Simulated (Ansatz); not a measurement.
**Rh in Ansatz: the effect of functional**

Crystal: Rh.

```
Rh
1.0
     2.69407    0.00000    0.00000
    -1.34703    2.33313    0.00000
     0.00000    0.00000    4.36864
Rh
2
Direct
  0.33333 0.66667 0.25000
  0.66667 0.33333 0.75000
```

This isn't the form of Rh at room conditions, which is fcc.

The cell isn't the ideal one: volume scaled by 0.96.

Alike in all runs:

```yaml
Program: Ansatz 0.2.0
Task: single point
Potentials_or_basis: Ansatz PAW
k_mesh: 11 × 11 × 6
Occupations: fermi-dirac, width 0.05 eV
Spin: no spin polarisation
```

Problem. One run gave: pressure 0.7 GPa. Which functional did it use?
A. PBEsol
B. LDA
C. r2SCAN

Solution. C.

```csv
functional,cutoff,pressure (GPa)
LDA,420 eV (not typed: the program's choice for these potentials),-9.7
PBEsol,420 eV (not typed: the program's choice for these potentials),-3.6
r2SCAN,500 eV (not typed: the program's choice for these potentials),0.7
```

Caveats: the PAW data sets come from PBE, with cores solved anew for the run's functional, which leaves a small shift of forces and pressure.
